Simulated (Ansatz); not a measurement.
Runs of Ansatz 0.2.0 on Pd. The structure is cubic, space group Fm-3m (No. 225). Conventional cell: a = 3.893 Å, b = 3.893 Å, c = 3.893 Å, α = 90.00°, β = 90.00°, γ = 90.00°. Pd (site symmetry m-3m) is surrounded by 12 Pd at 2.75 Å. 

```tsv
task	level	cell	cutoff (eV)	points for each segment of the path	gap on the mesh (eV)	pressure (GPa)	relaxed volume (Å³/atom)
relaxation of cell and atoms	PBE+D4	relaxed	420	-	-	0.0	(a)
single point	PBE	as given	500	-	none	(b)	-
relaxation of cell and atoms	RPBE	relaxed	420	-	none	0.0	15.76
relaxation of cell and atoms	revPBE+D3(BJ)	relaxed	420	-	-	0.0	14.43
relaxation of cell and atoms	PBEsol+D3(BJ)	relaxed	420	-	none	0.0	14.05
relaxation of cell and atoms	r2SCAN+rVV10	relaxed	500	-	none	0.0	14.70
band structure	rPW86-PBE	as given	420	14	none	18.1	-
relaxation of cell and atoms	BLYP+D4	relaxed	420	-	-	0.0	15.38
```

Alike in all rows: potentials or basis Ansatz PAW; no spin polarisation; k mesh 12 × 12 × 12; smearing fermi-dirac 0.05 eV.

**Question.** Fill in the values left out.

**Answer.** (a) 14.90; (b) 6.9.

Caveats: the plane-wave basis is chosen anew once the cell has moved, so the energies of steps on either side of that aren't comparable (some runs); the PAW data sets come from PBE, with cores solved anew for the run's functional, which leaves a small shift of forces and pressure (some runs); pairwise dispersion overbinds metals, which lowers pressure and volume (some runs); so large a pressure means that the cell lies far from this level's equilibrium, or that cutoff or potentials fall short (some runs).

A k mesh can miss the band edges, and the runs leave out spin-orbit coupling on Pd.

A gap of «none» marks a metal or a gap under the smearing width.
